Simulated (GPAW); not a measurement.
**CuCl4: band structure with r2SCAN**

The system is CuCl4.

```
Cu Cl
1.0
    -2.43256    2.43256    5.23462
     2.43256   -2.43256    5.23462
     2.43256    2.43256   -5.23462
Cu Cl
1 4
Direct
  0.00000 0.00000 0.00000
  0.37882 0.88317 0.00000
  0.88317 0.37882 0.00000
  0.62118 0.62118 0.50435
  0.11683 0.11683 0.49565
```

The cell comes from a database or a generator and needn't be the stable form of this composition.

```json
{
  "Program": "GPAW 26.7.0",
  "Task": "band structure",
  "Functional": "r2SCAN",
  "Potentials or basis": "GPAW PAW data sets (gpaw-data 1.2.1)",
  "Cutoff": "600 eV",
  "Basis": "pw",
  "k mesh": "5 × 5 × 5",
  "Occupations": "fermi-dirac, width 0.05 eV",
  "Spin": "no spin polarisation",
  "Maxiter": "150",
  "Band path": "GXYSGZS1NPY1Z,XP",
  "Band points": "60"
}
```

```yaml
Pressure: -2.0 GPa
Largest_force: 0.276 eV/Å
Band_gap_along_the_path: none (metal or under the smearing width)
```

Forces on the atoms (eV/Å):
```
Cu   0.000  0.000  0.000
Cl   0.157 -0.157 -0.163
Cl  -0.157  0.157 -0.163
Cl   0.157  0.157  0.163
Cl  -0.157 -0.157  0.163
```

Stress tensor (GPa, compression positive):
```
-2.06  0.00  0.00
 0.00 -2.06  0.00
 0.00  0.00 -1.80
```

Levels at the corners of the path, in eV from the Fermi level:
```tsv
point	band 15	band 16	band 17	band 18	band 19	band 20	band 21
Γ	-1.42	-1.09	-0.88	-0.88	0.30	0.45	0.45
X	-0.91	-0.41	-0.24	-0.13	0.09	0.11	0.12
Y	-0.91	-0.47	-0.35	-0.18	-0.06	-0.01	0.13
S	-1.11	-1.01	-0.79	-0.61	-0.30	-0.21	0.09
Γ	-1.42	-1.09	-0.88	-0.88	0.30	0.45	0.45
Z	-1.20	-1.18	-0.73	-0.55	-0.55	0.05	0.05
S1	-1.11	-1.01	-0.79	-0.61	-0.30	-0.21	0.09
N	-1.09	-0.90	-0.76	-0.58	-0.38	-0.16	0.12
P	-0.76	-0.66	-0.34	-0.24	0.09	0.11	0.11
Y1	-0.91	-0.47	-0.35	-0.18	-0.06	-0.01	0.13
Z	-1.20	-1.18	-0.73	-0.55	-0.55	0.05	0.05
X	-0.91	-0.41	-0.24	-0.13	0.09	0.11	0.12
P	-0.76	-0.66	-0.34	-0.24	0.09	0.11	0.11
```

Run time: 11 min on 1 thread of Arm Neoverse V2, on a shared host, peak memory 0.68 GiB.

Caveat: the k mesh is coarse (spacing up to 0.37 Å⁻¹), so the values aren't converged; with this Cu data set, volumes or pressures lay over 1.5 % or 2 GPa off other programs in two to four cells of ten; the PAW data sets were made with another functional, which shifts forces and pressure a little; an odd number of electrons without spin polarisation forces a metal; a magnetic or distorted state may lie lower; the run has no spin polarisation, though such a crystal can be magnetic; semilocal functionals often make such compounds metallic where correlation or magnetic order opens a gap, which also shifts bond lengths.
